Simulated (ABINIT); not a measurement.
# Au (Fm-3m) in ABINIT: further runs

One crystal, Au, is run at these levels: PBE, PBE+D3, PBE+D3(BJ), PBE+D4; tasks: equation of state.

Program: ABINIT 10.8.3 (patched build). These are calculated values, not measurements. Logs are shortened: lines on timing, memory, paths and dates and some standing lists are left out, and cuts for length are marked. The log counts tension as positive stress, the text compression.

**Measured values to compare with.**

From “Exploring toroidal anvil profiles for larger sample volumes above 4 Mbar”, 2024, pmc:11102561, for a bulk crystal of Au: bulk modulus 167 GPa.

The results are compared with them further down.

### 1 The structure

Symmetry: Fm-3m, No. 225, cubic system. Conventional cell: a = 4.070 Å, b = 4.070 Å, c = 4.070 Å, α = 90.00°, β = 90.00°, γ = 90.00°. Au (site symmetry m-3m) has 12 Au at 2.88 Å as nearest neighbours.

### 2 Equation of state, PBE

File run.py:

```python
import json, os
import numpy as np
from ase.eos import EquationOfState
from ase.units import GPa
from ase.calculators.abinit import Abinit, AbinitProfile
from ase import Atoms

atoms = Atoms(['Au'],
              cell=[[0.0, 2.035, 2.035], [2.035, 0.0, 2.035], [2.035, 2.035, 0.0]],
              scaled_positions=[[0.0, 0.0, 0.0]],
              pbc=True)

profile = AbinitProfile(command='abinit', pp_paths=[os.path.abspath('pseudos')])
params = dict(
    pps='pawxml', xc='PBE',
    ecut=544.2277,
    pawecutdg=1088.4554,
    pawxcdev=0,
    kptopt=1,
    ngkpt=[11, 11, 11],
    nshiftk=1,
    shiftk=[0.0, 0.0, 0.0],
    ixc=11,
    nband=10,
    occopt=3,
    tsmear=0.05,
    nstep=100,
    tolvrs=1e-09,
    prtwf=0,
    prtden=0,
)

cell0 = atoms.cell.copy()
volumes, energies = [], []
for i, x in enumerate([0.94, 0.96, 0.98, 1.0, 1.02, 1.04, 1.06]):
    atoms.set_cell(cell0 * x ** (1 / 3), scale_atoms=True)
    atoms.calc = Abinit(profile=profile, directory=f'v{i}', **params)
    volumes.append(atoms.get_volume() / len(atoms))
    energies.append(atoms.get_potential_energy(force_consistent=True) / len(atoms))
    print(f'{x:5.2f} {volumes[-1]:10.5f} A^3/atom {energies[-1]:14.6f} eV/atom', flush=True)
    json.dump(dict(volumes=volumes, energies=energies), open('results.json', 'w'))
v0, e0, b0 = EquationOfState(volumes, energies, eos='birchmurnaghan').fit()
print(f'V0 {v0:.4f} A^3/atom  E0 {e0:.6f} eV/atom  B0 {b0 / GPa:.2f} GPa')
```

Potentials or basis: JTH PAW PBE v2.0.

Started as:

```bash
python run.py
```

The log of the run:

```text
0.94   15.84350 A^3/atom    -929.289515 eV/atom
 0.96   16.18059 A^3/atom    -929.339044 eV/atom
 0.98   16.51769 A^3/atom    -929.376735 eV/atom
 1.00   16.85479 A^3/atom    -929.405093 eV/atom
 1.02   17.19188 A^3/atom    -929.423892 eV/atom
 1.04   17.52898 A^3/atom    -929.436391 eV/atom
 1.06   17.86607 A^3/atom    -929.441069 eV/atom
V0 17.9941 A^3/atom  E0 -929.441585 eV/atom  B0 138.72 GPa
```

abinit.in:

```text
ecut 544.2277 eV
ixc 11
kptopt 1
natom 1
nband 10
ngkpt
11 11 11
nshiftk 1
nsppol 1
nstep 100
occopt 3
pawecutdg 1088.4554 eV
pawxcdev 0
prtden 0
prtwf 0
shiftk
0.0 0.0 0.0
tolvrs 1e-09
tsmear 0.05 eV
#Definition of the unit cell
acell
1.00000000000000 1.00000000000000 1.00000000000000 Angstrom
rprim
0.00000000000000 2.07491209362921 2.07491209362921
2.07491209362921 0.00000000000000 2.07491209362921
2.07491209362921 2.07491209362921 0.00000000000000
chkprim 0 # Allow non-primitive cells
#Definition of the atom types
ntypat 1
znucl 79
#Enumerate different atomic species
typat
 1
pseudos "./pseudos/Au.GGA_PBE-JTH.xml"
#Definition of the atoms
xcart
0.00000000000000 0.00000000000000 0.00000000000000
chkexit 1 # abinit.exit file in the running directory terminates after the current SCF
```

abinit.abo:

```text
.Version 10.8.3 of ABINIT
 Symmetries : space group Fm -3 m (#225); Bravais cF (face-center cubic)
================================================================================
 Values of the parameters that define the memory need of the present run
     intxc =       0    ionmov =       0      iscf =      17    lmnmax =      18
     lnmax =       6     mgfft =      24  mpssoang =       3    mqgrid =    3001
     natom =       1  nloc_mem =       2    nspden =       1   nspinor =       1
    nsppol =       1      nsym =      48    n1xccc =       1    ntypat =       1
    occopt =       3   xclevel =       2
       mpw =         532          nfft =       13824          nkpt =          56
 PAW method is used; the additional fine FFT grid is defined by:
   mgfftf=        32    nfftf =     32768
================================================================================
================================================================================

--------------------------------------------------------------------------------
------------- Echo of variables that govern the present computation ------------
--------------------------------------------------------------------------------
 -outvars: echo values of preprocessed input variables --------
            acell      1.8897261259E+00  1.8897261259E+00  1.8897261259E+00 Bohr
              amu      1.96966540E+02
          chkexit           1
          chkprim           0
             ecut      1.99999991E+01 Hartree
                       outvar_i_n : Printing only first  50 k-points.
              ixc          11
                       outvar_i_n : Printing only first  50 k-points.
         kptrlatt       11    0    0      0   11    0      0    0   11
          kptrlen      6.09966877E+01
            natom           1
            nband          10
            ngfft          24      24      24
          ngfftdg          32      32      32
             nkpt          56
            nstep         100
             nsym          48
           ntypat           1
                       prtocc : prtvol=0, do not print more k-points.
           occopt           3
        pawecutdg      3.99999982E+01 Hartree
         pawxcdev           0
           prtden           0
            prtwf           0
            rprim      0.0000000000E+00  2.0749120936E+00  2.0749120936E+00
                       2.0749120936E+00  0.0000000000E+00  2.0749120936E+00
                       2.0749120936E+00  2.0749120936E+00  0.0000000000E+00
          spgroup         225
           tolvrs      1.00000000E-09
           tsmear      1.83746611E-03 Hartree
            typat      1
           useylm           1
                       outvars : Printing only first  50 k-points.
            znucl       79.00000

================================================================================

 chkinp: Checking input parameters for consistency.

================================================================================
== DATASET  1 ==================================================================

--- !DatasetInfo
iteration_state: {dtset: 1, }
dimensions: {natom: 1, nkpt: 56, mband: 10, nsppol: 1, nspinor: 1, nspden: 1, mpw: 532, }
cutoff_energies: {ecut:  20.0, pawecutdg:  40.0, }
electrons: {nelect:   1.10000000E+01, charge:   0.00000000E+00, occopt:   3.00000000E+00, tsmear:   1.83746611E-03, }
meta: {optdriver: 0, ionmov: 0, optcell: 0, iscf: 17, paral_kgb: 0, }
...

 Exchange-correlation functional for the present dataset will be:
  GGA: Perdew-Burke-Ernzerhof functional - ixc=11
  J.P.Perdew, K.Burke, M.Ernzerhof, PRL 77, 3865 (1996)

 Real(R)+Recip(G) space primitive vectors, cartesian coordinates (Bohr,Bohr^-1):
 R(1)=  0.0000000  3.9210156  3.9210156  G(1)= -0.1275180  0.1275180  0.1275180
 R(2)=  3.9210156  0.0000000  3.9210156  G(2)=  0.1275180 -0.1275180  0.1275180
 R(3)=  3.9210156  3.9210156  0.0000000  G(3)=  0.1275180  0.1275180 -0.1275180
 Unit cell volume ucvol=  1.2056624E+02 bohr^3
[... 73 lines left out ...]
lattice_vectors:
- [  0.0000000,   3.9210156,   3.9210156, ]
- [  3.9210156,   0.0000000,   3.9210156, ]
- [  3.9210156,   3.9210156,   0.0000000, ]
lattice_lengths: [   5.54515,    5.54515,    5.54515, ]
lattice_angles: [ 60.000,  60.000,  60.000, ] # degrees, (23, 13, 12)
lattice_volume:   1.2056624E+02
convergence: {deltae:  1.646E-11, res2:  4.566E-10, residm:  2.894E-05, diffor: null, }
etotal    :  -3.41563100E+01
entropy   :   0.00000000E+00
fermie    :   2.63248574E-01
cartesian_stress_tensor: # hartree/bohr^3
- [ -2.67287096E-05,   0.00000000E+00,   0.00000000E+00, ]
- [  0.00000000E+00,  -2.67287096E-05,   0.00000000E+00, ]
- [  0.00000000E+00,   0.00000000E+00,  -2.67287096E-05, ]
pressure_GPa:   7.8639E-01
xred      :
- [  0.0000E+00,   0.0000E+00,   0.0000E+00, Au]
cartesian_forces: # hartree/bohr
- [ -0.00000000E+00,  -0.00000000E+00,  -0.00000000E+00, ]
force_length_stats: {min:   0.00000000E+00, max:   0.00000000E+00, mean:   0.00000000E+00, }
...

 Integrated electronic density in atomic spheres:
 ------------------------------------------------
 Atom  Sphere_radius  Integrated_density
    1        2.50870          9.43920751

================================================================================

 ----iterations are completed or convergence reached----

 Mean square residual over all n,k,spin=   66.578E-09; max=  28.936E-06
 reduced coordinates (array xred) for    1 atoms
       0.000000000000      0.000000000000      0.000000000000
 rms dE/dt=  0.0000E+00; max dE/dt=  0.0000E+00; dE/dt below (all hartree)
    1       0.000000000000      0.000000000000      0.000000000000

 cartesian coordinates (angstrom) at end:
    1      0.00000000000000     0.00000000000000     0.00000000000000

 cartesian forces (hartree/bohr) at end:
    1     -0.00000000000000    -0.00000000000000    -0.00000000000000
 frms,max,avg= 0.0000000E+00 0.0000000E+00   0.000E+00  0.000E+00  0.000E+00 h/b

 cartesian forces (eV/Angstrom) at end:
    1     -0.00000000000000    -0.00000000000000    -0.00000000000000
 frms,max,avg= 0.0000000E+00 0.0000000E+00   0.000E+00  0.000E+00  0.000E+00 e/A
 length scales=  1.889726125908  1.889726125908  1.889726125908 bohr
              =  1.000000000000  1.000000000000  1.000000000000 angstroms
 Fermi (or HOMO) energy (hartree) =   0.26325   Average Vxc (hartree)=  -0.42468
 Eigenvalues (hartree) for nkpt=  56  k points:
 kpt#   1, nband= 10, wtk=  0.00075, kpt=  0.0000  0.0000  0.0000 (reduced coord)
  -0.08452    0.09654    0.09654    0.09654    0.14766    0.14766    0.81792    0.95050
   0.95050    0.95050
      occupation numbers for kpt#   1
   2.00000    2.00000    2.00000    2.00000    2.00000    2.00000    0.00000    0.00000
   0.00000    0.00000
 prteigrs : prtvol=0 or 1, do not print more k-points.

--- !EnergyTerms
iteration_state     : {dtset: 1, }
comment             : Components of total free energy in Hartree
kinetic             :  9.21965898335416E+00
hartree             :  3.85521823809149E+00
xc                  : -2.98233174885214E+00
Ewald energy        : -3.53714680488763E+01
psp_core            :  3.21161696181062E+00
local_psp           : -1.44133016976681E+01
PAW spherical_terms :  2.32430889394012E+00
internal            : -3.41562984182001E+01
'-kT*entropy'       : -3.08694786113356E-05
total_energy        : -3.41563292876788E+01
total_energy_eV     : -9.29441068991940E+02
...

--- !EnergyTermsDC
iteration_state     : {dtset: 1, }
comment             : '"Double-counting" decomposition of free energy'
band_energy         :  1.23067329869500E+00
Ewald energy        : -3.53714680488763E+01
psp_core            :  3.21161696181062E+00
xc_dc               : -3.29735857359089E+00
PAW spherical_terms :  7.02571929638327E-02
internal            : -3.41562791689977E+01
'-kT*entropy'       : -3.08694786113356E-05
total_energy_dc     : -3.41563100384764E+01
total_energy_dc_eV  : -9.29440545194458E+02
...

--- !EnergyTermsWithPAWCore
iteration_state     : {dtset: 1, }
comment             : 'Components of total free energy, including PAW core contributions'
Total energy        : -1.90119895357142E+04
Total energy DC     : -1.90119895164650E+04
Total energy (eV)   : -5.17342590560868E+05
Total energy DC (eV): -5.17342590037070E+05
...

 Cartesian components of stress tensor (hartree/bohr^3)
  sigma(1 1)= -2.67287096E-05  sigma(3 2)=  0.00000000E+00
  sigma(2 2)= -2.67287096E-05  sigma(3 1)=  0.00000000E+00
  sigma(3 3)= -2.67287096E-05  sigma(2 1)=  0.00000000E+00

-Cartesian components of stress tensor (GPa)         [Pressure=  7.8639E-01 GPa]
- sigma(1 1)= -7.86385787E-01  sigma(3 2)=  0.00000000E+00
- sigma(2 2)= -7.86385787E-01  sigma(3 1)=  0.00000000E+00
- sigma(3 3)= -7.86385787E-01  sigma(2 1)=  0.00000000E+00

== END DATASET(S) ==============================================================
================================================================================

 -outvars: echo values of variables after computation  --------
            acell      1.8897261259E+00  1.8897261259E+00  1.8897261259E+00 Bohr
           etotal     -3.4156310038E+01
            fcart     -0.0000000000E+00 -0.0000000000E+00 -0.0000000000E+00
            rprim      0.0000000000E+00  2.0749120936E+00  2.0749120936E+00
                       2.0749120936E+00  0.0000000000E+00  2.0749120936E+00
                       2.0749120936E+00  2.0749120936E+00  0.0000000000E+00
           strten     -2.6728709639E-05 -2.6728709639E-05 -2.6728709639E-05
                       0.0000000000E+00  0.0000000000E+00  0.0000000000E+00
 Calculation completed.
```

It took 1.9 min on 1 thread of Arm Neoverse V2, shared host; peak memory 0.1 GiB.

Results:

| Quantity | Value |
| --- | --- |
| Equilibrium volume | 17.99 Å³/atom (rough: see the caveat) |
| Bulk modulus | 139 GPa (rough) |

Energy against volume, from the lowest point:
| volume (Å³/atom) | energy (meV/atom) |
| --- | --- |
| 15.843 | 151.55 |
| 16.181 | 102.02 |
| 16.518 | 64.33 |
| 16.855 | 35.98 |
| 17.192 | 17.18 |
| 17.529 | 4.68 |
| 17.866 | 0.00 |

Caveat: pressures at fixed basis lie under the slope of the energies; the minimum lies outside the volumes run; the log and the count of SCF iterations are those of the last ABINIT call alone. Spin-orbit coupling is left out, which matters for the levels of Au.

### 3 Equation of state, PBE+D3

Edit run.py of step 2 so:

```diff
@@ -4,2 +4,4 @@
 from ase.units import GPa
+from ase.calculators.mixing import SumCalculator
+from dftd3.ase import DFTD3
 from ase.calculators.abinit import Abinit, AbinitProfile
@@ -36,8 +38,9 @@
     atoms.set_cell(cell0 * x ** (1 / 3), scale_atoms=True)
-    atoms.calc = Abinit(profile=profile, directory=f'v{i}', **params)
+    atoms.calc = SumCalculator([Abinit(profile=profile, directory=f'v{i}', **params), DFTD3(method='pbe', damping='d3zero')])
     volumes.append(atoms.get_volume() / len(atoms))
-    energies.append(atoms.get_potential_energy(force_consistent=True) / len(atoms))
+    dft, disp = atoms.calc.mixer.calcs
+    energies.append((dft.get_property('free_energy', atoms) + disp.get_property('energy', atoms)) / len(atoms))
     print(f'{x:5.2f} {volumes[-1]:10.5f} A^3/atom {energies[-1]:14.6f} eV/atom', flush=True)
     json.dump(dict(volumes=volumes, energies=energies), open('results.json', 'w'))
-v0, e0, b0 = EquationOfState(volumes, energies, eos='birchmurnaghan').fit()
+v0, e0, b0 = EquationOfState(volumes, energies, eos='murnaghan').fit()
 print(f'V0 {v0:.4f} A^3/atom  E0 {e0:.6f} eV/atom  B0 {b0 / GPa:.2f} GPa')
```

Potentials or basis: JTH PAW PBE v2.0.

Started as:

```bash
python run.py
```

Run time: 1.9 min. Hardware: 1 thread of Arm Neoverse V2, shared host; peak memory 0.1 GiB.

The run converged. Its results:

```yaml
Equilibrium_volume: 17.27 Å³/atom
Bulk_modulus: 153 GPa
Pressure_derivative_of_the_bulk_modulus: "6.8 (rough: it moves with the points fitted)"
```

Energy against volume, from the lowest point:
| volume (Å³/atom) | energy (meV/atom) |
| --- | --- |
| 15.843 | 69.37 |
| 16.181 | 37.83 |
| 16.518 | 16.96 |
| 16.855 | 4.26 |
| 17.192 | 0.00 |
| 17.529 | 0.96 |
| 17.866 | 8.70 |

Caveat: pressures at fixed basis lie under the slope of the energies; the log and the count of SCF iterations are those of the last ABINIT call alone. Spin-orbit coupling is left out, which matters for the levels of Au.

### 4 Equation of state, PBE+D3(BJ)

Edit run.py of step 3 so:

```diff
@@ -38,3 +38,3 @@
     atoms.set_cell(cell0 * x ** (1 / 3), scale_atoms=True)
-    atoms.calc = SumCalculator([Abinit(profile=profile, directory=f'v{i}', **params), DFTD3(method='pbe', damping='d3zero')])
+    atoms.calc = SumCalculator([Abinit(profile=profile, directory=f'v{i}', **params), DFTD3(method='pbe', damping='d3bj')])
     volumes.append(atoms.get_volume() / len(atoms))
@@ -44,3 +44,3 @@
     json.dump(dict(volumes=volumes, energies=energies), open('results.json', 'w'))
-v0, e0, b0 = EquationOfState(volumes, energies, eos='murnaghan').fit()
+v0, e0, b0 = EquationOfState(volumes, energies, eos='vinet').fit()
 print(f'V0 {v0:.4f} A^3/atom  E0 {e0:.6f} eV/atom  B0 {b0 / GPa:.2f} GPa')
```

Started as:

```bash
python run.py
```

It took 1.9 min on 1 thread of Arm Neoverse V2, shared host; peak memory 0.1 GiB.

It converged, with:

```
Equilibrium volume                      : 17.29 Å³/atom
Bulk modulus                            : 164 GPa
Pressure derivative of the bulk modulus : 6.3 (rough: it moves with the points fitted)
```

Energy against volume, from the lowest point:
```tsv
volume (Å³/atom)	energy (meV/atom)
15.843	75.97
16.181	41.98
16.518	19.19
16.855	5.11
17.192	0.00
17.529	0.63
17.866	8.57
```

Caveat: pressures at fixed basis lie under the slope of the energies; the log and the count of SCF iterations are those of the last ABINIT call alone. Spin-orbit coupling is left out, which matters for the levels of Au.

### 5 Equation of state, PBE+D4

Edit run.py of step 4 so:

```diff
@@ -5,3 +5,3 @@
 from ase.calculators.mixing import SumCalculator
-from dftd3.ase import DFTD3
+from dftd4.ase import DFTD4
 from ase.calculators.abinit import Abinit, AbinitProfile
@@ -38,3 +38,3 @@
     atoms.set_cell(cell0 * x ** (1 / 3), scale_atoms=True)
-    atoms.calc = SumCalculator([Abinit(profile=profile, directory=f'v{i}', **params), DFTD3(method='pbe', damping='d3bj')])
+    atoms.calc = SumCalculator([Abinit(profile=profile, directory=f'v{i}', **params), DFTD4(method='pbe')])
     volumes.append(atoms.get_volume() / len(atoms))
@@ -44,3 +44,3 @@
     json.dump(dict(volumes=volumes, energies=energies), open('results.json', 'w'))
-v0, e0, b0 = EquationOfState(volumes, energies, eos='vinet').fit()
+v0, e0, b0 = EquationOfState(volumes, energies, eos='sjeos').fit()
 print(f'V0 {v0:.4f} A^3/atom  E0 {e0:.6f} eV/atom  B0 {b0 / GPa:.2f} GPa')
```

Started as:

```bash
python run.py
```

Wall time 1.9 min (1 thread of Arm Neoverse V2, shared host); peak memory 0.1 GiB.

Results (log left out):

```yaml
Equilibrium_volume: 17.35 Å³/atom
Bulk_modulus: 163 GPa
Pressure_derivative_of_the_bulk_modulus: "6.3 (rough: it moves with the points fitted)"
```

Energy against volume, from the lowest point:
```
volume (Å³/atom)  energy (meV/atom)
          15.843              82.13
          16.181              46.55
          16.518              22.26
          16.855               6.84
          17.192               0.51
          17.529               0.00
          17.866               6.91
```

Caveat: pressures at fixed basis lie under the slope of the energies; the log and the count of SCF iterations are those of the last ABINIT call alone. Spin-orbit coupling is left out, which matters for the levels of Au.

### 6 Overview

| level | dispersion computed by | V0 of scaled cells (Å³/atom) | B0 (GPa) |
| --- | --- | --- | --- |
| PBE | - | - | - |
| PBE+D3 | simple-dftd3 1.7.0 | 17.27 | 153 |
| PBE+D3(BJ) | simple-dftd3 1.7.0 | 17.29 | 164 |
| PBE+D4 | dftd4 4.3.1 | 17.35 | 163 |

Alike in all rows: task equation of state; potentials or basis JTH PAW PBE v2.0; no spin polarisation; cell as given; k mesh 11 × 11 × 11; cutoff (eV) 544; smearing fermi-dirac 0.05 eV.

Caveats: pressures at fixed basis lie under the slope of the energies; the minimum lies outside the volumes run (some runs).

Total energies depend on the potentials used, so only differences within one code and one set of settings carry meaning.

### 7 How close it comes

Step 3. Measured bulk modulus of Au: 167 GPa (quoted in “Exploring toroidal anvil profiles for larger sample volumes above 4 Mbar”, 2024, pmc:11102561). This calculation gives 153 GPa (-8.5 %). The fit is for a static lattice scaled at fixed shape and fixed fractional positions.

Step 4. Against the measured bulk modulus of Au, 167 GPa (quoted in “Exploring toroidal anvil profiles for larger sample volumes above 4 Mbar”, 2024, pmc:11102561), the calculated 164 GPa is off by -1.7 %. The fit is for a static lattice scaled at fixed shape and fixed fractional positions.

Step 5. Measured bulk modulus of Au: 167 GPa (quoted in “Exploring toroidal anvil profiles for larger sample volumes above 4 Mbar”, 2024, pmc:11102561). This calculation gives 163 GPa (-2.2 %). The fit is for a static lattice scaled at fixed shape and fixed fractional positions.
